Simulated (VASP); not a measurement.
# NaCl (Fm-3m) in VASP: settings compared, part 2 of 2

VASP 6.6.1.

**3. Phonons, LDA**

This run uses another cell than the first one, of 20.43 Å³/atom, 1.062 times its volume.

POSCAR reads:

```
NaCl
1.0
   -0.0000000000      2.7335133267      2.7335133267
    2.7335133267     -0.0000000000      2.7335133267
    2.7335133267      2.7335133267      0.0000000000
  Na              Cl
     1     1
Direct
     1.0000000000000000    0.0000000000000000    0.0000000000000000
     0.5000000000000000    0.5000000000000000    0.5000000000000000
```

INCAR.step1 reads:

```
SYSTEM = NaCl
PREC = Accurate ; ENCUT = 600
EDIFF = 1E-8 ; ISMEAR = 0
SIGMA = 0.03 ; LREAL = .FALSE.
LASPH = .TRUE. ; NELM = 80
ALGO = Fast ; ISIF = 3
LWAVE = .FALSE. ; LCHARG = .FALSE.
IBRION = 2 ; NSW = 40
EDIFFG = -0.002
```

INCAR.step2 reads:

```
SYSTEM = NaCl
PREC = Accurate ; ENCUT = 600
EDIFF = 1E-8 ; ISMEAR = 0
SIGMA = 0.03 ; LREAL = .FALSE.
LASPH = .TRUE. ; NELM = 80
ALGO = Fast ; ISIF = 2
LWAVE = .FALSE. ; LCHARG = .FALSE.
IBRION = 6 ; NFREE = 2
POTIM = 0.015 ; NSW = 1
```

KPOINTS reads:

```
Automatic mesh
0
G
  8 8 8
  0 0 0
```

Potentials or basis: VASP PAW LDA potentials, release 64 (Na_pv, Cl).

The run is started by

```
$ cat potpaw_LDA.64/Na_pv/POTCAR potpaw_LDA.64/Cl/POTCAR > POTCAR
$ cp INCAR.step1 INCAR
$ mpirun -np 1 vasp_std > vasp.out
$ cp CONTCAR POSCAR
$ cp INCAR.step2 INCAR
$ mpirun -np 1 vasp_std > vasp.out
```

OUTCAR:

```text
SYSTEM = NaCl
   PREC = Accurate
   ENCUT = 600
   EDIFF = 1E-8
   ISMEAR = 0
   LREAL = .FALSE.
   LASPH = .TRUE.
   NELM = 80
   ISIF = 2
   IBRION = 6
   NFREE = 2
   POTIM = 0.015
   NSW = 1

 ion  position               nearest neighbor table
   1  0.000  0.000  0.000-
   2  0.500  0.500  0.500-

  LATTYP: Found a face centered cubic cell.
 ALAT       =     5.4662508906

  Lattice vectors:

 A1 = (   0.0000000000,   2.7331254453,   2.7331254453)
 A2 = (   2.7331254453,   0.0000000000,   2.7331254453)
 A3 = (   2.7331254453,   2.7331254453,   0.0000000000)

Analysis of symmetry for initial positions (statically):
=====================================================================
 Subroutine PRICEL returns:
 Original cell was already a primitive cell.

 Routine SETGRP: Setting up the symmetry group for a
 face centered cubic supercell.

 Subroutine GETGRP returns: Found 48 space group operations
 (whereof 48 operations were pure point group operations)
 out of a pool of 48 trial point group operations.

The static configuration has the point symmetry O_h .

Analysis of symmetry for dynamics (positions and initial velocities):
=====================================================================
 Subroutine PRICEL returns:
 Original cell was already a primitive cell.

 Routine SETGRP: Setting up the symmetry group for a
 face centered cubic supercell.

 Subroutine GETGRP returns: Found 48 space group operations
 (whereof 48 operations were pure point group operations)
 out of a pool of 48 trial point group operations.

The dynamic configuration has the point symmetry O_h .

 Subroutine INISYM returns: Found 48 space group operations
 (whereof 48 operations are pure point group operations),
 and found     1 'primitive' translations

----------------------------------------------------------------------------------------

                                     Primitive cell

  volume of cell :      40.8328

  direct lattice vectors                    reciprocal lattice vectors
     0.000000000  2.733125445  2.733125445    -0.182940743  0.182940743  0.182940743
     2.733125445  0.000000000  2.733125445     0.182940743 -0.182940743  0.182940743
     2.733125445  2.733125445  0.000000000     0.182940743  0.182940743 -0.182940743

  length of vectors
     3.865223072  3.865223072  3.865223072     0.316862662  0.316862662  0.316862662

  position of ions in fractional coordinates (direct lattice)
     0.000000000  0.000000000  0.000000000
[... 112 lines left out ...]
 Gauss-broadening in eV      SIGMA  =   0.03
  energy-cutoff  :      600.00
  volume of cell :       40.83
 maximum number of plane-waves:      1380
   NGX = 15   NGY = 15   NGZ = 15

--------------------------------------- Ionic step        1  -------------------------------------------

 number of electron      14.0000002 magnetization

 Free energy of the ion-electron system (eV)
  ---------------------------------------------------
  ext. energy  EPLUGINS =         0.00000000
  ---------------------------------------------------
  free energy    TOTEN  =        -7.38939949 eV

  energy without entropy =       -7.38939949  energy(sigma->0) =       -7.38939949

------------------------ aborting loop because EDIFF is reached ----------------------------------------

  FORCE on cell =-STRESS in cart. coord.  units (eV):
  Direction    XX          YY          ZZ          XY          YZ          ZX
  --------------------------------------------------------------------------------------
  -------------------------------------------------------------------------------------
  Total       -0.0024243     -0.0024243     -0.0024243     -0.0000000      0.0000000     -0.0000000
  in kB       -0.0951224     -0.0951224     -0.0951224     -0.0000000      0.0000000     -0.0000000
  external PRESSURE =      -0.0951224 kB  Pullay stress =       0.0000000 kB
[... 131 lines left out ...]
--------------------------------------- Ionic step        5  -------------------------------------------

 number of electron      14.0000002 magnetization

 Free energy of the ion-electron system (eV)
  ---------------------------------------------------
  ext. energy  EPLUGINS =         0.00000000
  ---------------------------------------------------
  free energy    TOTEN  =        -7.38919248 eV

  energy without entropy =       -7.38919248  energy(sigma->0) =       -7.38919248

 E-fermi :  -0.2046     XC(G=0):  -9.1331

 val. band max:       -0.3649743269   @ k =   0.0000   0.0000   0.0000
 cond. band min:       4.7116366396   @ k =   0.0000   0.0000   0.0000
 fundamental gap:      5.0766109665
 Fermi energy:        -0.2045603773

 k-point     1 :       0.0000    0.0000    0.0000
  band No.  band energies     occupation
      1     -20.9935      2.00000
      2     -20.9934      2.00000
      3     -20.9934      2.00000
      4     -13.1855      2.00000
      5      -0.3650      2.00000
      6      -0.3650      2.00000
      7      -0.3650      2.00000
      8       4.7116      0.00000
      9      10.5640      0.00000
     10      10.5640      0.00000
     11      10.5640      0.00000
[... 309 lines left out ...]
 k-point    24 :      -0.3750    0.2500    0.1250
  band No.  band energies     occupation
      1     -21.0320      2.00000
      2     -21.0064      2.00000
      3     -21.0003      2.00000
      4     -12.6762      2.00000
      5      -2.3716      2.00000
      6      -1.3081      2.00000
      7      -0.8770      2.00000
      8       7.8442      0.00000
      9       9.2062      0.00000
     10       9.9849      0.00000
     11      11.4044      0.00000

 [... further k-points ...]

------------------------ aborting loop because EDIFF is reached ----------------------------------------

  FORCE on cell =-STRESS in cart. coord.  units (eV):
  Direction    XX          YY          ZZ          XY          YZ          ZX
  --------------------------------------------------------------------------------------
  -------------------------------------------------------------------------------------
  Total        0.0012668     -0.0020112     -0.0020112     -0.0000000     -0.0000000      0.0000000
  in kB        0.0497065     -0.0789157     -0.0789157     -0.0000000     -0.0000000      0.0000000
  external PRESSURE =      -0.0360416 kB  Pullay stress =       0.0000000 kB
[... 17 lines left out ...]
  FREE ENERGIE OF THE ION-ELECTRON SYSTEM (eV)
  ---------------------------------------------------
  free  energy   TOTEN  =        -7.3891924844 eV

  energy  without entropy=       -7.3891924844  energy(sigma->0) =       -7.38919248

 INTERNAL STRAIN TENSORS FROM DISPLACED ATOMS
 ============================================

 INTERNAL STRAIN TENSOR FOR ION    1 for displacements in x,y,z  (eV/Angst):
          X           Y           Z          XY          YZ          ZX
  --------------------------------------------------------------------------------
  x     0.00000     0.00000     0.00000     0.00000     0.00000     0.00000
  y     0.00000     0.00000     0.00000     0.00000     0.00000     0.00000
  z     0.00000     0.00000     0.00000     0.00000     0.00000     0.00000

 INTERNAL STRAIN TENSOR FOR ION    2 for displacements in x,y,z  (eV/Angst):
          X           Y           Z          XY          YZ          ZX
  --------------------------------------------------------------------------------
  x     0.00000     0.00000     0.00000     0.00000     0.00000     0.00000
  y     0.00000     0.00000     0.00000     0.00000     0.00000     0.00000
  z     0.00000     0.00000     0.00000     0.00000     0.00000     0.00000

 Eigenvectors and eigenvalues of the dynamical matrix
 ----------------------------------------------------

   1 f  =    5.658776 THz    35.555140 2PiTHz  188.756459 cm-1    23.402808 meV
             X         Y         Z           dx          dy          dz
      0.000000  0.000000  0.000000     0.000000    0.000000   -0.778328
      2.733125  2.733125  2.733125     0.000000    0.000000    0.627858
[... 21 lines left out ...]
   6 f/i=    0.004811 THz     0.030227 2PiTHz    0.160472 cm-1     0.019896 meV
             X         Y         Z           dx          dy          dz
      0.000000  0.000000  0.000000    -0.480596    0.398322    0.067621
      2.733125  2.733125  2.733125    -0.595774    0.493782    0.083826

 ELASTIC MODULI CONTR FROM IONIC RELAXATION (kBar)
 Direction    XX          YY          ZZ          XY          YZ          ZX
 --------------------------------------------------------------------------------
 XX           0.0000      0.0000      0.0000      0.0000      0.0000      0.0000
 YY           0.0000      0.0000      0.0000      0.0000      0.0000      0.0000
 ZZ           0.0000      0.0000      0.0000      0.0000      0.0000      0.0000
 XY           0.0000      0.0000      0.0000      0.0000      0.0000      0.0000
 YZ           0.0000      0.0000      0.0000      0.0000      0.0000      0.0000
 ZX           0.0000      0.0000      0.0000      0.0000      0.0000      0.0000
 --------------------------------------------------------------------------------
```

Wall time 47 s (1 thread of Intel Xeon 6975P-C (Granite Rapids), shared host); peak memory 0.18 GiB.

What came out:

```
Highest phonon frequency at Γ, LO-TO splitting left out : 189 cm⁻¹
```

Phonon frequencies in cm⁻¹ (negative: imaginary):
```csv
q point,frequencies
"(0.000, 0.000, 0.000)",0 0 0 189 189 189
```
